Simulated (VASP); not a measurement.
Crystal: GaN.

```
CELL_PARAMETERS angstrom
3.18000 0.00000 0.00000
-1.59000 2.75396 0.00000
0.00000 0.00000 5.16600
ATOMIC_POSITIONS crystal
Ga 0.66667 0.33333 0.50000
Ga 0.33333 0.66667 0.00000
N 0.66667 0.33333 0.87500
N 0.33333 0.66667 0.37500
```

Base run:

| Property | Result |
| --- | --- |
| Program | VASP 6.6.1 |
| Functional | LDA |
| Potentials or basis | VASP PAW LDA potentials, release 64 (Ga_d, N) |
| Cutoff | 520 eV |
| k mesh | 8 × 8 × 4 |
| Occupations | gaussian, width 0.02 eV |
| Spin | spin-orbit coupling, no magnetisation |

Its results: pressure -3.4 GPa; largest force 0.128 eV/Å.

The run is repeated on the same cell with these changes: functional from LDA to PBE; potentials or basis from VASP PAW LDA potentials, release 64 (Ga_d, N) to VASP PAW PBE potentials, release 64 (Ga_d, N). What comes out?

Pressure 7.3 GPa; largest force 0.134 eV/Å.
